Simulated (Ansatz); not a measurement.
# Cu: the cost of one run

Method: DFT PBEsol, scalar-relativistic, plane waves, PAW, in Ansatz 0.2.0.

4 further runs of the same task are left out: 4 set aside as unsound or not needed. Runs told in other sessions of the task aren't counted.

## (1) Starting point

The structure is tetragonal, space group I4/mmm (No. 139). Conventional cell: a = 2.890 Å, b = 2.890 Å, c = 2.720 Å, α = 90.00°, β = 90.00°, γ = 90.00°. Cu (site symmetry 4/mmm) is surrounded by 10 Cu at 2.45 to 2.72 Å.

As a file:

```
CELL_PARAMETERS angstrom
-1.44509 1.44509 1.36001
1.44509 -1.44509 1.36001
2.89018 2.89018 0.00000
ATOMIC_POSITIONS crystal
Cu 0.00000 0.00000 0.00000
Cu 0.50000 0.50000 0.50000
```

It goes back to an entry of the Materials Project, which need not be the stable form.

It is built from the cell relaxed beforehand with the same method (11.36 Å³/atom).

## (2) The reference cell

The cell is repeated 2 times, 2 atoms in all. Reference values: F = -13177.4724 eV; pressure 0.00 GPa; largest force 0.000 eV/Å; gap on the mesh none (metal). It was computed beforehand with the settings of the runs below.

## (3) Setting up freezing in a mode

Mode 6 of the phonon run on this cell, counted from the lowest, is frozen in: each atom moves by x times its row below, so x is the largest displacement.

```
atom      ux      uy     uz
 Cu1   0.707   0.707  0.000
 Cu2  -0.707  -0.707  0.000
```

## (4) x = -0.120 Å

File input.yaml:

```yaml
crystal:
  lattice:
    - [-1.4450917219, 1.4450917219, 1.3600072129]
    - [1.4450917219, -1.4450917219, 1.3600072129]
    - [2.8901834438, 2.8901834438, 0.0]
  atoms:
    - { symbol: Cu, position: [0.0, 0.0, -0.0293589716] }
    - { symbol: Cu, position: [0.5, 0.5, 0.5293589716] }
basis:
  ecutwfc: 420
kpoints:
  mp_grid: { grid: [26, 26, 14] }
hamiltonian:
  xc: pbesol
scf:
  occupations: { method: gaussian, width: 0.15 }
output:
  forces: true
  stress: true
  eigenvalues: true
```

Run with:

```bash
ansatz run input.yaml --threads 2 --pin off --max-ram 5120MiB --backend cpu --events-out ev --progress --plain --runs-dir out
```

What time and memory should one allow on 2 threads of Intel Xeon at 2.50GHz (Skylake/Cascade Lake), shared host?

About 37 s, with a peak of 0.87 GiB.
